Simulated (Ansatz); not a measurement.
# TePb: the cost of one run

Program: Ansatz 0.2.0. Level of theory: DFT PBE, scalar-relativistic, plane waves, PAW. These are calculated values, not measurements.

**1. The system as given**

It takes space group Fm-3m (No. 225, cubic). Conventional cell: a = 6.542 Å, b = 6.542 Å, c = 6.542 Å, α = 90.00°, β = 90.00°, γ = 90.00°. Around Te (site symmetry m-3m) lie 6 Pb at 3.27 Å. Pb (site symmetry m-3m) is surrounded by 6 Te at 3.27 Å.

Structure file:

```
Te Pb
1.0
     0.00000    3.27090    3.27090
     3.27090    0.00000    3.27090
     3.27090    3.27090    0.00000
Te Pb
1 1
Direct
  0.00000 0.00000 0.00000
  0.50000 0.50000 0.50000
```

This is candidate A: structure listed in a database for this formula (Fm-3m, No. 225).

(A quick probe on a coarse mesh, which set the mesh and smearing, is not shown.)

**3. Relaxing cell and atoms (candidate A)**

File input.yaml:

```yaml
crystal:
  lattice:
    - [0.0, 3.2708968051, 3.2708968051]
    - [3.2708968051, 0.0, 3.2708968051]
    - [3.2708968051, 3.2708968051, 0.0]
  atoms:
    - { symbol: Te, position: [0.0, 0.0, 0.0] }
    - { symbol: Pb, position: [0.5, 0.5, 0.5] }
basis:
  ecutwfc: 420
kpoints:
  mp_grid: { grid: [8, 8, 8] }
hamiltonian:
  xc: pbe
scf:
  occupations: { method: gaussian, width: 0.02 }
output:
  forces: true
  stress: true
  eigenvalues: true
relax:
  adjacent_minimum: "off"
  f_tol: 0.01
  max_steps: 80
  cell: { stress_tol: 0.05 }
```

On the command line:

```console
$ ansatz run input.yaml --threads 1 --pin off --max-ram 2560MiB --backend cpu --events-out ev --progress --plain --runs-dir out
```

Q: Estimate wall time and peak memory on 1 thread of AMD EPYC 7R43 (Zen 3), shared host.

About 16 s, with a peak of 0.42 GiB.
